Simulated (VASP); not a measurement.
# ZnSe (Stilleite) (F-43m) in VASP: a series of runs

One crystal, ZnSe (Stilleite), is run at these levels: LDA; tasks: single point.

Everything below comes from runs of VASP 6.6.1. Logs are shortened: lines on timing, memory, paths and dates and some standing lists are left out, and cuts for length are marked.

### Step 1. The structure

The structure is cubic, space group F-43m (No. 216). The conventional cell has a = 5.668 Å, b = 5.668 Å, c = 5.668 Å, α = 90.00°, β = 90.00°, γ = 90.00°. Se (site symmetry -43m) is surrounded by 4 Zn at 2.45 Å. Around Zn (site symmetry -43m) lie 4 Se at 2.45 Å.

### Step 2. Single point, LDA, spin-orbit coupling, no magnetisation

The input, INCAR:

```
  PREC = Accurate
  ENCUT = 400
  EDIFF = 1E-7
  ISMEAR = 0
  SIGMA = 0.02
  LREAL = False
  LASPH = True
  NELM = 100
  ALGO = Normal
  ISIF = 2
  LWAVE = False
  LCHARG = False
  MAGMOM = 0 0 0 0 0 0
  LORBIT = 11
  LSORBIT = True
  GGA_COMPAT = False
  NBANDS = 34
```

The input, KPOINTS:

```
regular mesh
0
Gamma
  9 9 9
```

The input, POSCAR:

```
ZnSe
1.0
    0.0000000000      2.8338000000      2.8338000000
    2.8338000000      0.0000000000      2.8338000000
    2.8338000000      2.8338000000      0.0000000000
Se Zn
1 1
Direct
    0.7500000000      0.7500000000      0.7500000000
    0.0000000000      0.0000000000      0.0000000000
```

Potentials or basis: VASP PAW LDA potentials, release 64 (Se, Zn).

Run with:

```
cat potpaw_LDA.64/Se/POTCAR potpaw_LDA.64/Zn/POTCAR > POTCAR
mpirun -np 1 vasp_ncl > vasp.out
```

OUTCAR:

```text
PREC = Accurate
   ENCUT = 400
   EDIFF = 1E-7
   ISMEAR = 0
   LREAL = False
   LASPH = True
   NELM = 100
   ISIF = 2
   LORBIT = 11
   LSORBIT = True

 Found     55 irreducible k-points:

 Following reciprocal coordinates:
            Coordinates               Weight
  0.000000  0.000000  0.000000      1.000000
  0.111111  0.000000  0.000000      4.000000
 -0.111111  0.000000  0.000000      4.000000
  0.222222  0.000000  0.000000      4.000000
 -0.222222  0.000000  0.000000      4.000000
  0.333333  0.000000  0.000000      4.000000
   k-points           NKPTS =     55   k-points in BZ     NKDIM =     55   number of bands    NBANDS=     34
   number of dos      NEDOS =    301   number of ions     NIONS =      2
   total plane-waves  NPLWV =  21952
   dimension x,y,z NGX =    28 NGY =   28 NGZ =   28
   dimension x,y,z NGXF=    56 NGYF=   56 NGZF=   56
   ions per type =               1   1
   NGX,Y,Z   is equivalent  to a cutoff of  11.62, 11.62, 11.62 a.u.
   NGXF,Y,Z  is equivalent  to a cutoff of  23.23, 23.23, 23.23 a.u.
 SYSTEM =  unknown system
   PREC   = accura    normal or accurate (medium, high low for compatibility)
   ISTART =      0    job   : 0-new  1-cont  2-samecut
   ICHARG =      2    charge: 1-file 2-atom 10-const
   ISPIN  =      1    spin polarized calculation?
   LNONCOLLINEAR =      T non collinear calculations
   LSORBIT =      T    spin-orbit coupling
   LASPH  =      T    aspherical Exc in radial PAW
   ENCUT  =  400.0 eV  29.40 Ry    5.42 a.u.   6.54  6.54  6.54*2*pi/ulx,y,z
   NELM   =    100;   NELMIN=  2; NELMDL= -5     # of ELM steps
   EDIFF  = 0.1E-06   stopping-criterion for ELM
   LREAL  =      F    real-space projection
   EDIFFG = 0.1E-05   stopping-criterion for IOM
   NSW    =      0    number of steps for IOM
   IBRION =     -1    ionic relax: 0-MD 1-quasi-New 2-CG
   NFREE  =      0    steps in history (QN), initial steepest desc. (CG)
   ISIF   =      2    stress and relaxation
   ISYM   =      2    0-nonsym 1-usesym 2-fastsym
   POTIM  = 0.5000    time-step for ionic-motion
   TEBEG  =    0.0;   TEEND  =   0.0 temperature during run
   PSTRESS=    0.0 pullay stress
   NELECT =      18.0000    total number of electrons
   NUPDOWN=      -1.0000    fix difference up-down
   EMIN   =  10.00;   EMAX   =-10.00  energy-range for DOS
   EFERMI =   0.00;   METHOD = LEGACY
   ISMEAR =     0;   SIGMA  =   0.02  broadening in eV -4-tet -1-fermi 0-gaus
   EFERMI_NEDOS =   21; number of points for ismear=-14 and -15
   IALGO  =     38    algorithm
   IMIX   =      4    mixing-type and parameters
     AMIX     =   0.40;   BMIX     =  1.00
     AMIX_MAG =   1.60;   BMIX_MAG =  1.00
  volume/ion in A,a.u.               =      22.76       153.57
  Fermi-wavevector in a.u.,A,eV,Ry     =   1.201673  2.270834 19.647073  1.444019
  Thomas-Fermi vector in A             =   2.337476
   LORBIT       =     11    0 simple, 1 ext, 2 COOP (PROOUT), +10 PAW based schemes
   GGA     = CA    functional components
   LHFCALC =     F    Hartree Fock is set to
   AEXX    =    0.0000 exact exchange contribution
   IVDW    =     0    specifies the selected vdW correction
   LEPSILON=     F    determine dielectric tensor
   LRPA    =     F    only Hartree local field effects (RPA)
 Gauss-broadening in eV      SIGMA  =   0.02
  energy-cutoff  :      400.00
  volume of cell :       45.51
 maximum number of plane-waves:      1738
 NGX is ok and might be reduce to    28
   NGX = 13   NGY = 13   NGZ = 13

 number of electron      18.0000012 magnetization       0.0000000      0.0000000      0.0000000

 number of electron      18.0000012 magnetization       0.0000000     -0.0000000     -0.0000000

 number of electron      18.0000012 magnetization      -0.0000000      0.0000000      0.0000000

 Free energy of the ion-electron system (eV)
  ---------------------------------------------------
  ext. energy  EPLUGINS =         0.00000000
  ---------------------------------------------------
  free energy    TOTEN  =        -7.37400452 eV

  energy without entropy =       -7.37400452  energy(sigma->0) =       -7.37400452

 E-fermi :   1.7658     XC(G=0):  -9.6992

 val. band max:        1.6378337548   @ k =   0.0000   0.0000   0.0000
 cond. band min:       2.5757577797   @ k =   0.0000   0.0000   0.0000
 fundamental gap:      0.9379240249
 Fermi energy:         1.7658393797

 k-point     1 :       0.0000    0.0000    0.0000
  band No.  band energies     occupation
      1     -11.7816      1.00000
      2     -11.7816      1.00000
      3      -5.2815      1.00000
      4      -5.2815      1.00000
      5      -5.2815      1.00000
      6      -5.2815      1.00000
[... 22 lines left out ...]
     29      12.9828      0.00000
     30      12.9828      0.00000

 k-point     2 :       0.1111    0.0000    0.0000
  band No.  band energies     occupation
      1     -11.7010      1.00000
      2     -11.7010      1.00000
      3      -5.2855      1.00000
      4      -5.2705      1.00000
      5      -5.2705      1.00000
      6      -5.2634      1.00000
[... 22 lines left out ...]
     29      12.2364      0.00000
     30      12.2375      0.00000

 k-point     3 :      -0.1111    0.0000    0.0000
  band No.  band energies     occupation
      1     -11.7010      1.00000
      2     -11.7010      1.00000
      3      -5.2855      1.00000
      4      -5.2705      1.00000
      5      -5.2705      1.00000
      6      -5.2634      1.00000
[... 22 lines left out ...]
     29      12.2364      0.00000
     30      12.2375      0.00000

 k-point     4 :       0.2222    0.0000    0.0000
  band No.  band energies     occupation
      1     -11.4845      1.00000
      2     -11.4845      1.00000
      3      -5.2762      1.00000
      4      -5.2415      1.00000
      5      -5.2280      1.00000
      6      -5.2280      1.00000
[... 22 lines left out ...]
     29      11.8304      0.00000
     30      11.8366      0.00000

 k-point     5 :      -0.2222    0.0000    0.0000
  band No.  band energies     occupation
      1     -11.4845      1.00000
      2     -11.4845      1.00000
      3      -5.2762      1.00000
      4      -5.2415      1.00000
      5      -5.2280      1.00000
      6      -5.2280      1.00000
[... 22 lines left out ...]
     29      11.8304      0.00000
     30      11.8366      0.00000

 k-point     6 :       0.3333    0.0000    0.0000
  band No.  band energies     occupation
      1     -11.2121      1.00000
      2     -11.2121      1.00000
      3      -5.2608      1.00000
      4      -5.2300      1.00000
      5      -5.1276      1.00000
      6      -5.1276      1.00000
[... 22 lines left out ...]
     29      12.4758      0.00000
     30      12.4758      0.00000

 [... further k-points ...]

 [bands above 30 left out]

------------------------ aborting loop because EDIFF is reached ----------------------------------------

  FORCE on cell =-STRESS in cart. coord.  units (eV):
  Direction    XX          YY          ZZ          XY          YZ          ZX
  --------------------------------------------------------------------------------------
  -------------------------------------------------------------------------------------
  Total       -0.9419913     -0.9419913     -0.9419913     -0.0000000      0.0000000      0.0000000
  in kB      -33.1604099    -33.1604099    -33.1604099     -0.0000000      0.0000000      0.0000000
  external PRESSURE =     -33.1604099 kB  Pullay stress =       0.0000000 kB

 VOLUME and BASIS-vectors are now :
 -----------------------------------------------------------------------------
  energy-cutoff  :      400.00
  volume of cell :       45.51
      direct lattice vectors                 reciprocal lattice vectors
     0.000000000  2.833800000  2.833800000    -0.176441527  0.176441527  0.176441527
     2.833800000  0.000000000  2.833800000     0.176441527 -0.176441527  0.176441527
     2.833800000  2.833800000  0.000000000     0.176441527  0.176441527 -0.176441527

 POSITION                                       TOTAL-FORCE (eV/Angst)
 -----------------------------------------------------------------------------------
      4.25070      4.25070      4.25070        -0.000000     -0.000000     -0.000000
      0.00000      0.00000      0.00000         0.000000      0.000000      0.000000
 -----------------------------------------------------------------------------------
    total drift:                               -0.000000     -0.000000     -0.000000

  FREE ENERGIE OF THE ION-ELECTRON SYSTEM (eV)
  ---------------------------------------------------
  free  energy   TOTEN  =        -7.3740045163 eV

  energy  without entropy=       -7.3740045163  energy(sigma->0) =       -7.37400452

 Spin-Orbit-Coupling matrix elements

 Ion:    1  E_soc:     -0.0391249
 l=   1
     0.0000000    -0.0065126    -0.0065126
    -0.0065126     0.0000000    -0.0065126
    -0.0065126    -0.0065126     0.0000000
 l=   2
     0.0000000    -0.0000040     0.0000000    -0.0000040    -0.0000043
    -0.0000040     0.0000000    -0.0000032    -0.0000040    -0.0000011
     0.0000000    -0.0000032     0.0000000    -0.0000032     0.0000000
    -0.0000040    -0.0000040    -0.0000032     0.0000000    -0.0000011
    -0.0000043    -0.0000011     0.0000000    -0.0000011     0.0000000
 l=   3
     0.0000000     0.0000000     0.0000000     0.0000000     0.0000000     0.0000000     0.0000000
     0.0000000     0.0000000     0.0000000     0.0000000     0.0000000     0.0000000     0.0000000
     0.0000000     0.0000000     0.0000000     0.0000000     0.0000000     0.0000000     0.0000000
     0.0000000     0.0000000     0.0000000     0.0000000     0.0000000     0.0000000     0.0000000
     0.0000000     0.0000000     0.0000000     0.0000000     0.0000000     0.0000000     0.0000000
     0.0000000     0.0000000     0.0000000     0.0000000     0.0000000     0.0000000     0.0000000
     0.0000000     0.0000000     0.0000000     0.0000000     0.0000000     0.0000000     0.0000000

 Ion:    2  E_soc:     -0.0089532
 l=   1
     0.0000000    -0.0005151    -0.0005151
    -0.0005151     0.0000000    -0.0005151
    -0.0005151    -0.0005151     0.0000000
 l=   2
     0.0000000    -0.0001963     0.0000000    -0.0001963    -0.0007808
    -0.0001963     0.0000000    -0.0005856    -0.0001963    -0.0001952
     0.0000000    -0.0005856     0.0000000    -0.0005856     0.0000000
    -0.0001963    -0.0001963    -0.0005856     0.0000000    -0.0001952
    -0.0007808    -0.0001952     0.0000000    -0.0001952     0.0000000
 l=   3
     0.0000000     0.0000000     0.0000000     0.0000000     0.0000000     0.0000000     0.0000000
     0.0000000     0.0000000     0.0000000     0.0000000     0.0000000     0.0000000     0.0000000
     0.0000000     0.0000000     0.0000000     0.0000000     0.0000000     0.0000000     0.0000000
     0.0000000     0.0000000     0.0000000     0.0000000     0.0000000     0.0000000     0.0000000
     0.0000000     0.0000000     0.0000000     0.0000000     0.0000000     0.0000000     0.0000000
     0.0000000     0.0000000     0.0000000     0.0000000     0.0000000     0.0000000     0.0000000
     0.0000000     0.0000000     0.0000000     0.0000000     0.0000000     0.0000000     0.0000000

 total charge

# of ion       s       p       d       tot
------------------------------------------
    1        1.442   2.410   0.030   3.883
    2        0.547   0.454   9.783  10.783
--------------------------------------------------
tot          1.989   2.864   9.813  14.666

 magnetization (x)

# of ion       s       p       d       tot
------------------------------------------
    1        0.000   0.000   0.000   0.000
    2       -0.000  -0.000   0.000  -0.000
--------------------------------------------------
tot         -0.000  -0.000   0.000  -0.000

 magnetization (y)

# of ion       s       p       d       tot
------------------------------------------
    1        0.000  -0.000   0.000  -0.000
    2        0.000  -0.000   0.000  -0.000
--------------------------------------------------
tot          0.000  -0.000   0.000  -0.000

 magnetization (z)

# of ion       s       p       d       tot
------------------------------------------
    1       -0.000  -0.000   0.000  -0.000
    2        0.000   0.000   0.000   0.000
--------------------------------------------------
tot          0.000   0.000   0.000   0.000
```

Run time: 2.3 min. Hardware: 1 thread of Intel Xeon Platinum 8488C (Sapphire Rapids), shared host; peak memory 0.24 GiB.

These settings aren't checked as converged: the numbers below hold their error.

Results:

- Free energy: -7.3740 eV
- Pressure: -3.3 GPa
- Valence electrons inside the program's atomic spheres: Se 3.88; Zn 10.78

### Step 3. Single point, LDA, spin-orbit coupling, no magnetisation

Edit INCAR of step 2 so:

```diff
@@ -1,3 +1,3 @@
   PREC = Accurate
-  ENCUT = 400
+  ENCUT = 520
   EDIFF = 1E-7
```

KPOINTS is that of step 2.

POSCAR is that of step 2.

Potentials or basis: VASP PAW LDA potentials, release 64 (Se, Zn).

Run with:

```
cat potpaw_LDA.64/Se/POTCAR potpaw_LDA.64/Zn/POTCAR > POTCAR
mpirun -np 1 vasp_ncl > vasp.out
```

Run time: 2.3 min. Hardware: 1 thread of Intel Xeon Platinum 8488C (Sapphire Rapids), shared host; peak memory 0.3 GiB.

These settings aren't checked as converged: the numbers below hold their error.

Results:

| Quantity | Value |
| --- | --- |
| Free energy | -7.3750 eV |
| Pressure | -3.1 GPa |
| Valence electrons inside the program's atomic spheres | Se 3.88; Zn 10.78 |

### Step 4. For comparison

An earlier run on the cell as given: functional PBE; potentials or basis VASP PAW PBE potentials, release 64 (Se, Zn); cutoff 520 eV; k mesh 8 × 8 × 8; occupations fermi-dirac, width 0.05 eV; no spin polarisation.

* Pressure: 2.3 GPa
* Band gap on the k mesh: 1.29 eV, direct
